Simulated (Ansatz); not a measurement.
A (100) slab of TiC (Fm-3m (No. 225)), 6 planes, outer planes TiC (top) and TiC (bottom), with 12 atoms (Ti6C6) in a surface cell of A = 9.387 Å², as cut from the bulk:

```
CELL_PARAMETERS angstrom
3.06384 0.00000 0.00000
0.00000 3.06384 0.00000
0.00000 0.00000 25.83231
ATOMIC_POSITIONS crystal
Ti 0.50000 0.50000 0.29033
C 0.00000 0.00000 0.29033
Ti 0.00000 0.00000 0.37420
C 0.50000 0.50000 0.37420
Ti 0.50000 0.50000 0.45807
C 0.00000 0.00000 0.45807
Ti 0.00000 0.00000 0.54193
C 0.50000 0.50000 0.54193
Ti 0.50000 0.50000 0.62580
C 0.00000 0.00000 0.62580
Ti 0.00000 0.00000 0.70967
C 0.50000 0.50000 0.70967
```

Method: Ansatz, DFT PBE, scalar-relativistic, plane waves, PAW. Settings: cutoff 420 eV, Γ-centred mesh 11×11×1 on the computed 12-atom cell, Gaussian smearing of 0.10 eV; no spin polarisation. The cell repeats along c with a dipole correction in the vacuum.

Against the same 12 atoms in the bulk, the slab as cut lies 2.088 eV higher and the relaxed slab 1.908 eV higher.

(1) Work out the surface energy before and after relaxation.

(2) What is the ideal work of this cut, per area?

## Answers

(1) The slab has two faces, so γ = (E_slab − N·E_bulk)/(2A), the mean of both. As cut: 2.088/(2 × 9.387) = 0.1112 eV/Å², and 1 eV/Å² = 16.02 J/m², so γ = 1.78 J/m². Relaxed: 1.908/(2 × 9.387) = 0.1016 eV/Å² = 1.63 J/m². Relaxation recovers 9 % of the cost of cutting.

(2) Griffith's ideal work is 2γ: 3.56 J/m² if the new faces stay rigid, 3.26 J/m² if they relax. One thickness was run, 6 planes, so γ can still shift with it.